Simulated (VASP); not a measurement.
## TaS2: single point with PBE+D3(BJ)

The system is TaS2, a slab with vacuum.

```
CELL_PARAMETERS angstrom
3.32833 0.00000 0.00000
-1.66416 2.88242 0.00000
0.00000 0.00000 32.18031
ATOMIC_POSITIONS crystal
S 0.66667 0.33333 0.45199
S 0.33333 0.66667 0.54801
Ta 0.00000 0.00000 0.50000
```

```json
{"Program": "VASP 6.6.1", "Task": "single point", "Functional": "PBE", "Dispersion": "D3(BJ)", "Potentials or basis": "VASP PAW PBE potentials, release 64 (S, Ta_pv)", "Cutoff": "520 eV", "k mesh": "15 × 15 × 1", "Occupations": "gaussian, width 0.1 eV", "Spin": "no spin polarisation"}
```

The largest force is 0.064 eV/Å. The band gap on the k mesh is none (metal or under the smearing width) and the dispersion energy per atom is -0.288 eV.

Forces on the atoms (eV/Å):
```
S    0.000  0.000 -0.064
S    0.000  0.000  0.064
Ta   0.000  0.000  0.000
```

Levels at points of the mesh, in eV from the Fermi level:
| k point | band 7 | band 8 | band 9 | band 10 | band 11 | band 12 | band 13 | band 14 | band 15 | band 16 |
| --- | --- | --- | --- | --- | --- | --- | --- | --- | --- | --- |
| (0.00, 0.00, 0.00) | -3.73 | -3.73 | -2.67 | -0.62 | -0.62 | 0.20 | 0.20 | 0.33 | 4.06 | 4.06 |

It took 5 min on 1 thread of Intel(R) Xeon(R) Platinum 8488C (Sapphire Rapids) (shared host), peak memory 0.52 GiB.

The run has no spin-orbit coupling, so splittings on Ta are missing.
